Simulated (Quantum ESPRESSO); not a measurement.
**Au: equation of state with LDA**

**Experimental background.**

From “Exploring toroidal anvil profiles for larger sample volumes above 4 Mbar”, 2024, pmc:11102561, for a bulk crystal of Au: bulk modulus 167 GPa.

The system is Au.

```
Au
1.0
     0.00000    2.03500    2.03500
     2.03500    0.00000    2.03500
     2.03500    2.03500    0.00000
Au
1
Direct
  0.00000 0.00000 0.00000
```

```yaml
Program: Quantum ESPRESSO 7.5
Task: equation of state
Functional: LDA
Potentials_or_basis: GBRV 1.5 LDA
Cutoff: 612 eV
Density_cutoff: 4898 eV
k_mesh: 11 × 11 × 11
Occupations: fermi-dirac, width 0.05 eV
Spin: no spin polarisation
```

| Quantity | Value |
| --- | --- |
| Equilibrium volume | 16.55 Å³/atom |
| Bulk modulus | 196 GPa |
| Pressure derivative of the bulk modulus | 5.6 |

Energy against volume, from the lowest point:
```
volume (Å³/atom)  energy (meV/atom)
          15.843              20.40
          16.181               5.35
          16.518               0.00
          16.855               3.16
          17.192              13.87
          17.529              31.10
          17.866              53.94
```

All runs of the series together: 78 s on 1 thread of AMD EPYC 7R43 64-Core Processor (Zen 3) (shared host).

Measured bulk modulus of Au: 167 GPa (quoted in “Exploring toroidal anvil profiles for larger sample volumes above 4 Mbar”, 2024, pmc:11102561). This calculation gives 196 GPa (+17.5 %). The fit is for a static lattice scaled at fixed shape and fixed fractional positions.

Spin-orbit coupling is left out, which matters for the levels of Au. LDA usually gives volumes a few per cent too small.
